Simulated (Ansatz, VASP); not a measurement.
# Two plane-wave programs on Pt

File INCAR:

```
ALGO = Normal ; EDIFF = 1E-6
ENCUT = 520 ; GGA = PE
ISIF = 2 ; ISMEAR = 0
LASPH = True ; LCHARG = True
LELF = True ; LREAL = False
LVHAR = True ; LWAVE = False
NBANDS = 17 ; NELM = 60
PREC = Accurate ; SIGMA = 0.15
```

Contents of KPOINTS:

```
k-points
0
Gamma
  18 18 10
```

POSCAR

```
Pt
1.0
    2.8068000000      0.0000000000      0.0000000000
   -1.4034000000      2.4307601033      0.0000000000
    0.0000000000      0.0000000000      5.0205000000
Pt
2
Direct
    0.6666666667      0.3333333333      0.7500000000
    0.3333333333      0.6666666667      0.2500000000
```

Input for Ansatz:

```yaml
crystal:
  lattice:
    - [2.8068, 0.0, 0.0]
    - [-1.4034, 2.4307601033, 0.0]
    - [0.0, 0.0, 5.0205]
  atoms:
    - { symbol: Pt, position: [0.6666666667, 0.3333333333, 0.75] }
    - { symbol: Pt, position: [0.3333333333, 0.6666666667, 0.25] }
basis:
  ecutwfc: 420
kpoints:
  mp_grid: { grid: [18, 18, 10] }
hamiltonian:
  xc: pbe
scf:
  occupations: { method: gaussian, width: 0.15 }
output:
  forces: true
  stress: true
  eigenvalues: true
```

Alike in both runs: task single point; functional PBE; k mesh 18 × 18 × 10; occupations gaussian, width 0.15 eV; no spin polarisation.

|  | VASP | Ansatz |
| --- | --- | --- |
| version | VASP 6.6.1 | Ansatz 0.2.0 |
| potentials or method | VASP PAW PBE potentials, release 64 (Pt) | scalar-relativistic, plane waves, PAW |
| plane-wave cutoff (eV) | 520 | 420 |
| valence electrons in the cell | 20 | 36 |

|  | VASP | Ansatz | Ansatz less VASP |
| --- | --- | --- | --- |
| gap on the k mesh at the Fermi level (eV) | none | none | - |
| pressure (GPa) | -15.7 | -15.3 | +0.38 |
| largest component of the traceless stress (GPa) | 1.37 | 1.29 | -0.086 |

A gap of «none» marks a metal or a gap that the smearing closes. With one functional, cell and mesh, what is left measures potentials, basis and numerics. The two sets of potentials don't hold the same shells in valence.

Caveats: so large a pressure means that the cell lies far from this level's equilibrium, or that cutoff or potentials fall short (VASP). Spin-orbit coupling is left out, which matters for the levels of Pt.
